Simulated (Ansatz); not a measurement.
BAs:

```xyz
2
Lattice="0.0000 2.3885 2.3885 2.3885 0.0000 2.3885 2.3885 2.3885 0.0000" Properties=species:S:1:pos:R:3 pbc="T T T"
As    3.5827    3.5827    3.5827
B     0.0000    0.0000    0.0000
```

```yaml
Program: Ansatz 0.2.0
Task: relaxation of cell and atoms
Functional: PBE
Potentials_or_basis: Ansatz PAW
Cutoff: "420 eV (not typed: the program's choice for these potentials)"
k_mesh: 10 × 10 × 10
Occupations: fermi-dirac, width 0.05 eV
Spin: no spin polarisation
```

At the start: volume 13.63 Å³/atom.

Q: Where does the relaxation end?

A: It ends after 4 steps and the volume is 13.90 Å³/atom (+2.0 %); space group F-43m (No. 216, to 0.05 Å).

The path:
```
step  energy change (eV)  largest force (eV/Å)  volume (Å³)
   1              0.0000                0.0000        27.25
   2             -0.0041                0.0000        27.65
   3             -0.0044                0.0000        27.80
   4             -0.0047                0.0000        27.80
```

Final structure:
```cif
data_structure
_symmetry_space_group_name_H-M 'P 1'
_symmetry_Int_Tables_number 1
_cell_length_a 3.4004
_cell_length_b 3.4004
_cell_length_c 3.4004
_cell_angle_alpha 60.000
_cell_angle_beta 60.000
_cell_angle_gamma 60.000
_cell_volume 27.80
loop_
_atom_site_label
_atom_site_type_symbol
_atom_site_fract_x
_atom_site_fract_y
_atom_site_fract_z
_atom_site_occupancy
As1 As 0.75000 0.75000 0.75000 1
B1 B 0.00000 0.00000 0.00000 1
```

Caveat: the plane-wave basis is chosen anew once the cell has moved, so the energies of steps on either side of that aren't comparable.
